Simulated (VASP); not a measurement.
# ZrS2 (P-3m1) in VASP: a series of runs

Aim: see how the results for ZrS2 move with the level of theory and the settings. Levels: PBEsol+D3(BJ), PBEsol, LDA. Tasks: band structure.

Program: VASP 6.6.1. These are calculated values, not measurements. Logs are shortened: lines on timing, memory, paths and dates and some standing lists are left out, and cuts for length are marked.

**Measured values to compare with.**

“Stress-Tuned Optical Transitions in Layered 1T-MX2 (M= Hf, Zr, Sn; X= S, Se) Crystals”, 2022, arxiv:2210.12074 quotes, for a bulk crystal of ZrS2: band gap 1.68 eV (indirect).

How close the calculation comes is told below.

### Step 1. The structure

The structure is trigonal, space group P-3m1 (No. 164). Conventional cell: a = 3.506 Å, b = 3.506 Å, c = 5.425 Å, α = 90.00°, β = 90.00°, γ = 120.00°. Zr (site symmetry -3m) has 6 S at 2.52 Å as nearest neighbours. S (site symmetry 3m) is surrounded by 3 Zr at 2.52 Å.

The cell is a database's computed one.

### Step 2. Band structure, PBEsol+D3(BJ)

File INCAR:

```
PREC = Accurate ; ENCUT = 200
EDIFF = 1E-6 ; ISMEAR = 0
SIGMA = 0.02 ; LREAL = F
LASPH = T ; NELM = 60
ALGO = Normal ; ISIF = 2
LWAVE = F ; LCHARG = F
LMAXMIX = 4 ; GGA = PS
IVDW = 12 ; NBANDS = 19
```

File KPOINTS:

```
Automatic mesh
0
Gamma
  8 8 4
```

File POSCAR:

```
ZrS2                                    
1.0
    3.5060504585     -0.0000000003     -0.0000000000
   -1.7530252247      3.0363287613      0.0000000000
   -0.0000000000     -0.0000000000      5.4247100494
  Zr              S             
     1     2
Direct
     0.0000000000000000    0.0000000000000000    0.0000000000000000
     0.6666666699999979    0.3333333300000021    0.7243920875716733
     0.3333333300000021    0.6666666699999979    0.2756079124283268
```

File KPOINTS_OPT:

```
path GMKGALHA,LM,KH
20
line-mode
reciprocal
 0.0000000000  0.0000000000  0.0000000000  G
 0.5000000000  0.0000000000  0.0000000000  M

 0.5000000000  0.0000000000  0.0000000000  M
 0.3333333333  0.3333333333  0.0000000000  K

 0.3333333333  0.3333333333  0.0000000000  K
 0.0000000000  0.0000000000  0.0000000000  G

 0.0000000000  0.0000000000  0.0000000000  G
 0.0000000000  0.0000000000  0.5000000000  A

 0.0000000000  0.0000000000  0.5000000000  A
 0.5000000000  0.0000000000  0.5000000000  L

 0.5000000000  0.0000000000  0.5000000000  L
 0.3333333333  0.3333333333  0.5000000000  H

 0.3333333333  0.3333333333  0.5000000000  H
 0.0000000000  0.0000000000  0.5000000000  A

 0.5000000000  0.0000000000  0.5000000000  L
 0.5000000000  0.0000000000  0.0000000000  M

 0.3333333333  0.3333333333  0.0000000000  K
 0.3333333333  0.3333333333  0.5000000000  H
```

Potentials or basis: VASP PAW PBE potentials, release 64 (Zr_sv, S).

Command:

```console
> cat potpaw_PBE.64/Zr_sv/POTCAR potpaw_PBE.64/S/POTCAR > POTCAR
> mpirun -np 1 vasp_std > vasp.out
```

OUTCAR:

```text
PREC = Accurate
   ENCUT = 200
   EDIFF = 1E-6
   ISMEAR = 0
   LREAL = F
   LASPH = T
   NELM = 60
   ISIF = 2
   GGA = PS
   IVDW = 12
 IVDW          = 12

 ion  position               nearest neighbor table
   1  0.000  0.000  0.000-   2 2.52   3 2.52   3 2.52   2 2.52   2 2.52   3 2.52
   2  0.667  0.333  0.724-   1 2.52   1 2.52   1 2.52
   3  0.333  0.667  0.276-   1 2.52   1 2.52   1 2.52

  LATTYP: Found a hexagonal cell.
 ALAT       =     3.5060504585
 C/A-ratio  =     1.5472424352

  Lattice vectors:

 A1 = (   3.5060504585,  -0.0000000003,   0.0000000000)
 A2 = (  -1.7530252247,   3.0363287613,   0.0000000000)
 A3 = (   0.0000000000,   0.0000000000,   5.4247100494)

Analysis of symmetry for initial positions (statically):
=====================================================================
 Subroutine PRICEL returns:
 Original cell was already a primitive cell.

 Routine SETGRP: Setting up the symmetry group for a
 hexagonal supercell.

 Subroutine GETGRP returns: Found 12 space group operations
 (whereof 12 operations were pure point group operations)
 out of a pool of 24 trial point group operations.

The static configuration has the point symmetry D_3d.

Analysis of symmetry for dynamics (positions and initial velocities):
=====================================================================
 Subroutine PRICEL returns:
 Original cell was already a primitive cell.

 Routine SETGRP: Setting up the symmetry group for a
 hexagonal supercell.

 Subroutine GETGRP returns: Found 12 space group operations
 (whereof 12 operations were pure point group operations)
 out of a pool of 24 trial point group operations.

The dynamic configuration has the point symmetry D_3d.

 Subroutine INISYM returns: Found 12 space group operations
 (whereof 12 operations are pure point group operations),
 and found     1 'primitive' translations

----------------------------------------------------------------------------------------

                                     Primitive cell

  volume of cell :      57.7489

  direct lattice vectors                    reciprocal lattice vectors
     3.506050458 -0.000000000  0.000000000     0.285221223  0.164672550  0.000000000
    -1.753025225  3.036328761  0.000000000     0.000000000  0.329345100  0.000000000
     0.000000000  0.000000000  5.424710049     0.000000000  0.000000000  0.184341650

  length of vectors
     3.506050458  3.506050454  5.424710049     0.329345100  0.329345100  0.184341650

  position of ions in fractional coordinates (direct lattice)
     0.000000000  0.000000000  0.000000000
     0.666666670  0.333333330  0.724392088
     0.333333330  0.666666670  0.275607912

  ion indices of the primitive-cell ions
   primitive index   ion index
                 1           1
                 2           2
                 3           3

----------------------------------------------------------------------------------------

 KPOINTS: Automatic mesh

Automatic generation of k-mesh.
 Grid dimensions read from file:
 generate k-points for:    8    8    4

 Generating k-lattice:

  Cartesian coordinates                     Fractional coordinates (reciprocal lattice)
     0.035652653  0.020584069  0.000000000     0.125000000 -0.000000000  0.000000000
     0.000000000  0.041168138  0.000000000    -0.000000000  0.125000000  0.000000000
     0.000000000  0.000000000  0.046085412     0.000000000  0.000000000  0.250000000

  Length of vectors
     0.041168137  0.041168138  0.046085412

  Shift w.r.t. Gamma in fractional coordinates (k-lattice)
     0.000000000  0.000000000  0.000000000

 Subroutine IBZKPT returns following result:
 ===========================================

 Found     35 irreducible k-points:

 Following reciprocal coordinates:
            Coordinates               Weight
  0.000000  0.000000  0.000000      1.000000
  0.125000  0.000000  0.000000      6.000000
  0.250000  0.000000  0.000000      6.000000
  0.375000  0.000000  0.000000      6.000000
  0.500000  0.000000  0.000000      3.000000
  0.125000  0.125000  0.000000      6.000000
[... 16 lines left out ...]
 -0.125000  0.500000  0.250000     12.000000
  0.250000  0.250000  0.250000     12.000000
 [... further k-points ...]
   k-points           NKPTS =     35   k-points in BZ     NKDIM =     35   number of bands    NBANDS=     19
   number of dos      NEDOS =    301   number of ions     NIONS =      3
   total plane-waves  NPLWV =   7168
   dimension x,y,z NGX =    16 NGY =   16 NGZ =   28
   dimension x,y,z NGXF=    32 NGYF=   32 NGZF=   56
   ions per type =               1   2
   NGX,Y,Z   is equivalent  to a cutoff of   7.59,  7.59,  8.58 a.u.
   NGXF,Y,Z  is equivalent  to a cutoff of  15.17, 15.17, 17.16 a.u.
 SYSTEM =  unknown system
   PREC   = accura    normal or accurate (medium, high low for compatibility)
   ISTART =      0    job   : 0-new  1-cont  2-samecut
   ICHARG =      2    charge: 1-file 2-atom 10-const
   ISPIN  =      1    spin polarized calculation?
   LNONCOLLINEAR =      F non collinear calculations
   LSORBIT =      F    spin-orbit coupling
   LASPH  =      T    aspherical Exc in radial PAW
   ENCUT  =  200.0 eV  14.70 Ry    3.83 a.u.   4.04  4.04  6.26*2*pi/ulx,y,z
   NELM   =     60;   NELMIN=  2; NELMDL= -5     # of ELM steps
   EDIFF  = 0.1E-05   stopping-criterion for ELM
   LREAL  =      F    real-space projection
   EDIFFG = 0.1E-04   stopping-criterion for IOM
   NSW    =      0    number of steps for IOM
   IBRION =     -1    ionic relax: 0-MD 1-quasi-New 2-CG
   NFREE  =      0    steps in history (QN), initial steepest desc. (CG)
   ISIF   =      2    stress and relaxation
   ISYM   =      2    0-nonsym 1-usesym 2-fastsym
   POTIM  = 0.5000    time-step for ionic-motion
   TEBEG  =    0.0;   TEEND  =   0.0 temperature during run
   PSTRESS=    0.0 pullay stress
   NELECT =      24.0000    total number of electrons
   NUPDOWN=      -1.0000    fix difference up-down
   EMIN   =  10.00;   EMAX   =-10.00  energy-range for DOS
   EFERMI =   0.00;   METHOD = LEGACY
   ISMEAR =     0;   SIGMA  =   0.02  broadening in eV -4-tet -1-fermi 0-gaus
   EFERMI_NEDOS =   21; number of points for ismear=-14 and -15
   IALGO  =     38    algorithm
   IMIX   =      4    mixing-type and parameters
     AMIX     =   0.40;   BMIX     =  1.00
     AMIX_MAG =   1.60;   BMIX_MAG =  1.00
  volume/ion in A,a.u.               =      19.25       129.90
  Fermi-wavevector in a.u.,A,eV,Ry     =   1.221699  2.308676 20.307342  1.492548
  Thomas-Fermi vector in A             =   2.356872
   LORBIT       =      0    0 simple, 1 ext, 2 COOP (PROOUT), +10 PAW based schemes
   GGA     = PS    functional components
   LHFCALC =     F    Hartree Fock is set to
   AEXX    =    0.0000 exact exchange contribution
   IVDW    =    12    specifies the selected vdW correction
   LEPSILON=     F    determine dielectric tensor
   LRPA    =     F    only Hartree local field effects (RPA)
 non-spin polarized calculation
 Gauss-broadening in eV      SIGMA  =   0.02
  energy-cutoff  :      200.00
  volume of cell :       57.75
 maximum number of plane-waves:       380
   NGX =  9   NGY =  9   NGZ = 13

 number of electron      24.0000018 magnetization

 Free energy of the ion-electron system (eV)
  ---------------------------------------------------
  ext. energy  EPLUGINS =         0.00000000
  ---------------------------------------------------
  free energy    TOTEN  =       -22.18082033 eV

  energy without entropy =      -22.18069981  energy(sigma->0) =      -22.18076007

 E-fermi :   6.9900     XC(G=0): -10.6946

 val. band max:        6.7671894759   @ k =   0.1250   0.0000   0.0000
 cond. band min:       6.9960995650   @ k =   0.5000   0.0000   0.5000
 fundamental gap:      0.2289100891
 Fermi energy:         6.9900081507

 k-point     1 :       0.0000    0.0000    0.0000
  band No.  band energies     occupation
      1     -42.1013      2.00000
      2     -20.2402      2.00000
      3     -19.9967      2.00000
      4     -19.9967      2.00000
      5      -6.9179      2.00000
      6      -4.7384      2.00000
[... 11 lines left out ...]
     18      12.0392      0.00000
     19      13.0135      0.00000

 k-point     2 :       0.1250    0.0000    0.0000
  band No.  band energies     occupation
      1     -42.0961      2.00000
      2     -20.2307      2.00000
      3     -20.0543      2.00000
      4     -20.0086      2.00000
      5      -6.7224      2.00000
      6      -4.7987      2.00000
[... 11 lines left out ...]
     18      13.2013      0.00000
     19      13.8930      0.00000

 k-point     3 :       0.2500    0.0000    0.0000
  band No.  band energies     occupation
      1     -42.0833      2.00000
      2     -20.2266      2.00000
      3     -20.1869      2.00000
      4     -20.0384      2.00000
      5      -6.2163      2.00000
      6      -4.9420      2.00000
[... 11 lines left out ...]
     18      14.4549      0.00000
     19      15.3990      0.00000

 k-point     4 :       0.3750    0.0000    0.0000
  band No.  band energies     occupation
      1     -42.0706      2.00000
      2     -20.3761      2.00000
      3     -20.1558      2.00000
      4     -20.0711      2.00000
      5      -5.6468      2.00000
      6      -5.0628      2.00000
[... 407 lines left out ...]
     18      13.8928      0.00000
     19      15.1307      0.00000

 k-point    23 :      -0.1250    0.5000    0.2500
  band No.  band energies     occupation
      1     -42.0653      2.00000
      2     -20.3976      2.00000
      3     -20.1398      2.00000
      4     -20.1284      2.00000
      5      -5.5936      2.00000
      6      -4.8322      2.00000
[... 11 lines left out ...]
     18      13.7179      0.00000
     19      14.5611      0.00000

 k-point    24 :       0.2500    0.2500    0.2500
  band No.  band energies     occupation
      1     -42.0653      2.00000
      2     -20.3495      2.00000
      3     -20.1752      2.00000
      4     -20.1318      2.00000
      5      -5.4258      2.00000
      6      -5.0363      2.00000
[... 11 lines left out ...]
     18      14.6633      0.00000
     19      15.3195      0.00000

 [... further k-points ...]

------------------------ aborting loop because EDIFF is reached ----------------------------------------

 Edisp (eV)   -1.12985

 E8    (eV) :    -0.7378

  FORCE on cell =-STRESS in cart. coord.  units (eV):
  Direction    XX          YY          ZZ          XY          YZ          ZX
  --------------------------------------------------------------------------------------
  -------------------------------------------------------------------------------------
  Total      -2.83852    -2.83852    -3.49189    -0.00000     0.00000    -0.00000
  in kB     -78.75150   -78.75150   -96.87844    -0.00000     0.00000    -0.00000
  external pressure =      -84.79 kB  Pullay stress =        0.00 kB

 VOLUME and BASIS-vectors are now :
 -----------------------------------------------------------------------------
  energy-cutoff  :      200.00
  volume of cell :       57.75
      direct lattice vectors                 reciprocal lattice vectors
     3.506050458 -0.000000000  0.000000000     0.285221223  0.164672550  0.000000000
    -1.753025225  3.036328761  0.000000000     0.000000000  0.329345100  0.000000000
     0.000000000  0.000000000  5.424710049     0.000000000  0.000000000  0.184341650

 POSITION                                       TOTAL-FORCE (eV/Angst)
 -----------------------------------------------------------------------------------
      0.00000      0.00000      0.00000        -0.000000      0.000000      0.000000
      1.75303      1.01211      3.92962        -0.000000     -0.000000     -0.049246
     -0.00000      2.02422      1.49509         0.000000      0.000000      0.049246
 -----------------------------------------------------------------------------------
    total drift:                               -0.000000      0.000000      0.000000

  FREE ENERGIE OF THE ION-ELECTRON SYSTEM (eV)
  ---------------------------------------------------
  free  energy   TOTEN  =       -23.3106689250 eV

  energy  without entropy=      -23.3105484071  energy(sigma->0) =      -23.31060867
```

It took 24 s on 1 thread of AMD EPYC 7R13 (Zen 3), shared host; peak memory 0.11 GiB.

The run converged, but a check on its numbers failed (symmetry, net force, bounds or a known fault of this set-up), so they aren't taken as properties of the crystal.

Caveat: the cutoff lies under the usual one of these potentials, so the numbers hold a large basis-set error; the PAW data sets were made with another functional, which shifts forces and pressure a little; pairwise dispersion overbinds metals, which lowers pressure and volume.

### Step 3. Band structure, PBEsol

This run uses another cell than the first one, of 22.41 Å³/atom, 1.164 times its volume.

File INCAR:

```
ALGO = Normal
EDIFF = 1E-6
ENCUT = 520
GGA = PS
ISIF = 2
ISMEAR = 0
LASPH = T
LCHARG = F
LMAXMIX = 4
LREAL = F
LWAVE = F
NELM = 80
PREC = Accurate
SIGMA = 0.02
```

File KPOINTS:

```
k-points
0
Gamma
  8 8 4
```

File POSCAR:

```
ZrS2                                    
1.0
    3.6279074286     -0.0000000001      0.0000000000
   -1.8139537095      3.1418599926     -0.0000000000
    0.0000000000     -0.0000000000      5.8976235890
  Zr              S             
     1     2
Direct
     0.0000000000000000    0.0000000000000000    0.0000000000000000
     0.6666666699999979    0.3333333300000021    0.7533976958907831
     0.3333333300000021    0.6666666699999979    0.2466023041092169
```

KPOINTS_OPT, as its differences from that of step 2:

```diff
@@ -1,3 +1,3 @@
 path GMKGALHA,LM,KH
-20
+10
 line-mode
```

Potentials or basis: VASP PAW PBE potentials, release 64 (Zr_sv, S).

Command:

```console
> cat potpaw_PBE.64/Zr_sv/POTCAR potpaw_PBE.64/S/POTCAR > POTCAR
> mpirun -np 1 vasp_std > vasp.out
```

Wall time 34 s (1 thread of Intel Xeon 6975P-C (Granite Rapids), shared host); peak memory 0.2 GiB.

The run converged. Its results:

```yaml
Free_energy: -22.5586 eV
Pressure: 0.0 GPa
Band_gap_on_the_k_mesh: 0.79 eV, indirect (least direct gap 1.56 eV)
Band_gap_along_the_path: 0.78 eV, indirect (least direct gap 1.56 eV)
```

Levels at the corners of the path, in eV from the valence-band top:
```tsv
point	band 9	band 10	band 11	band 12	band 13	band 14	band 15	band 16
Γ	-2.82	-0.06	-0.06	-0.02	1.54	1.54	2.25	4.95
M	-2.60	-2.52	-1.91	-1.22	1.00	3.36	3.70	5.84
M	-2.60	-2.52	-1.91	-1.22	1.00	3.36	3.70	5.84
K	-3.49	-2.16	-2.16	-1.49	2.24	3.22	3.22	5.04
K	-3.49	-2.16	-2.16	-1.49	2.24	3.22	3.22	5.04
Γ	-2.82	-0.06	-0.06	-0.02	1.54	1.54	2.25	4.95
Γ	-2.82	-0.06	-0.06	-0.02	1.54	1.54	2.25	4.95
A	-2.78	-1.90	-0.20	-0.20	1.50	1.50	2.67	5.35
A	-2.78	-1.90	-0.20	-0.20	1.50	1.50	2.67	5.35
L	-2.68	-2.41	-0.94	-0.82	0.78	3.35	3.69	5.30
L	-2.68	-2.41	-0.94	-0.82	0.78	3.35	3.69	5.30
H	-3.15	-2.09	-1.88	-1.88	2.35	2.85	2.85	5.71
H	-3.15	-2.09	-1.88	-1.88	2.35	2.85	2.85	5.71
A	-2.78	-1.90	-0.20	-0.20	1.50	1.50	2.67	5.35
L	-2.68	-2.41	-0.94	-0.82	0.78	3.35	3.69	5.30
M	-2.60	-2.52	-1.91	-1.22	1.00	3.36	3.70	5.86
K	-3.49	-2.16	-2.16	-1.49	2.24	3.22	3.22	5.04
H	-3.15	-2.09	-1.88	-1.88	2.35	2.85	2.85	5.71
```

Caveat: the PAW data sets were made with another functional, which shifts forces and pressure a little; this functional lacks dispersion, which binds the layers, so the pressure and a relaxed spacing across them are unreliable.

[end of part 1 of 2]
